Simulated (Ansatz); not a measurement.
The system is MnS.

```
Mn S
1.0
     0.00000    2.60450    2.60450
     2.60450    0.00000    2.60450
     2.60450    2.60450    0.00000
Mn S
1 1
Cartesian
  0.0000 0.0000 0.0000
  2.6045 2.6045 2.6045
```

Base run:

```yaml
Program: Ansatz 0.2.0
Functional: PBE
Potentials_or_basis: Ansatz PAW
Cutoff: "420 eV (not typed: the program's choice for these potentials)"
k_mesh: 7 × 7 × 7
Occupations: fermi-dirac, width 0.05 eV
Spin: collinear spin, ferromagnetic start
Starting_moments: "[5.0, 0.0] μB"
Fixed_moment: 5 μB
```

Its results: pressure 0.9 GPa; site moments Mn +4.36; S +0.22 μB.

**Question.** The run is repeated on the same cell with these changes: fixed moment from 5 μB to 3 μB; moments at the start from [5.0, 0.0] to [3.0, 0.0]. What comes out?

**Answer.** Pressure -16.7 GPa; site moments Mn +2.97; S -0.10 μB.

Caveats: the total moment is fixed, so each spin has its own Fermi level; a cell with one magnetic atom can't hold antiferromagnetic order, which such compounds often take; the thresholds are loose for stress.
